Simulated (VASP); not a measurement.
# Sb: single point with PBEsol

The system is Sb.

```xyz
1
Lattice="-1.6238 1.6238 2.6306 1.6238 -1.6238 2.6306 1.6238 1.6238 -2.6306" Properties=species:S:1:pos:R:3 pbc="T T T"
Sb    0.0000    0.0000    0.0000
```

The cell isn't the ideal one: strain +0.030 along x and y, -0.030 along z, atoms carried along.

```json
{"Program": "VASP 6.6.1", "Task": "single point", "Functional": "PBEsol", "Potentials or basis": "VASP PAW PBE potentials, release 64 (Sb)", "Cutoff": "520 eV", "k mesh": "22 × 22 × 22", "Occupations": "gaussian, width 0.15 eV", "Spin": "no spin polarisation"}
```

```json
{
 "Pressure": "-3.3 GPa",
 "Band gap on the k mesh": "none (metal or under the smearing width)"
}
```

Stress tensor (GPa, compression positive):
```
-3.55  0.00  0.00
 0.00 -3.55  0.00
 0.00  0.00 -2.70
```

Levels at points of the mesh, in eV from the Fermi level:
```tsv
k point	band 1	band 2	band 3	band 4	band 5	band 6
(0.00, 0.00, 0.00)	-12.71	4.86	5.16	5.16	9.45	10.36
(0.50, 0.00, 0.00)	-9.09	-5.62	2.28	4.62	6.73	9.55
(0.50, 0.50, 0.00)	-6.99	-4.41	-0.60	0.47	3.63	4.40
(0.50, 0.50, 0.50)	-8.70	-5.32	1.53	1.53	5.38	5.49
```

It took 99 s on 1 thread of AMD EPYC 9R45 (Zen 5) (shared host), peak memory 0.28 GiB.

Caveat: the PAW data sets were made with another functional, which shifts forces and pressure a little. Spin-orbit coupling is left out, which matters for the levels of Sb.
